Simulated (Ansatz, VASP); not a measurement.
One calculation of SiC, two programs

```xyz
4
Lattice="3.0758 0.0000 0.0000 -1.5379 2.6637 0.0000 0.0000 0.0000 5.0223" Properties=species:S:1:pos:R:3 pbc="T T T"
Si    0.0000    1.7758    0.0231
Si    1.5379    0.8879    2.5342
C     0.0000    1.7758    1.9105
C     1.5379    0.8879    4.4217
```

Change from the starting cell: z stretched by -0.5 %, x and y held.

Alike in both runs: task relaxation of the atoms; functional PBEsol; k mesh 8 × 8 × 6; no spin polarisation.

```csv
,VASP,Ansatz
version,VASP 6.6.1,Ansatz 0.2.0
potentials or method,"VASP PAW PBE potentials, release 64 (Si, C), cutoff 520 eV","all-electron LAPW, scalar-relativistic"
occupations,"gaussian, width 0.01 eV",fixed
```

|  | VASP | Ansatz | Ansatz less VASP |
| --- | --- | --- | --- |
| gap on the k mesh at the Fermi level, each at its own relaxed structure (eV) | 2.40 | 2.41 | +0.010 |

Ansatz ran all-electron here, so the differences hold the error of VASP's frozen core and of both bases.

 A k mesh can miss the band edges.
